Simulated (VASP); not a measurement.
Runs of VASP 6.6.1 on CdSe. Symmetry: F-43m, No. 216, cubic system. Conventional cell: a = 6.136 Å, b = 6.136 Å, c = 6.136 Å, α = 90.00°, β = 90.00°, γ = 90.00°. Cd (site symmetry -43m) is surrounded by 4 Se at 2.66 Å. Around Se (site symmetry -43m) lie 4 Cd at 2.66 Å. The cell was built by a generator and needn't be a form met in nature.

```csv
level,cell,smearing,gap on the mesh (eV),pressure (GPa)
PBE,as given,fermi-dirac 0.02 eV,(b),1.7
r2SCAN,as given,gaussian 0.01 eV,(a),0.2
r2SCAN,epitaxial_111 strain -4.0%,gaussian 0.01 eV,0.91,2.6
PBE,epitaxial_xy strain +0.5%,fermi-dirac 0.02 eV,(c),1.6
```

Alike in all rows: task single point; potentials or basis VASP PAW PBE potentials, release 64 (Cd, Se); no spin polarisation; k mesh 8 × 8 × 8; cutoff (eV) 520.

Fill in the values left out.

(a) 1.03; (b) 0.55; (c) 0.52.

Caveats: the PAW data sets were made with another functional, which shifts forces and pressure a little (some runs).

A k mesh can miss the band edges, and the runs leave out spin-orbit coupling on Cd, Se.
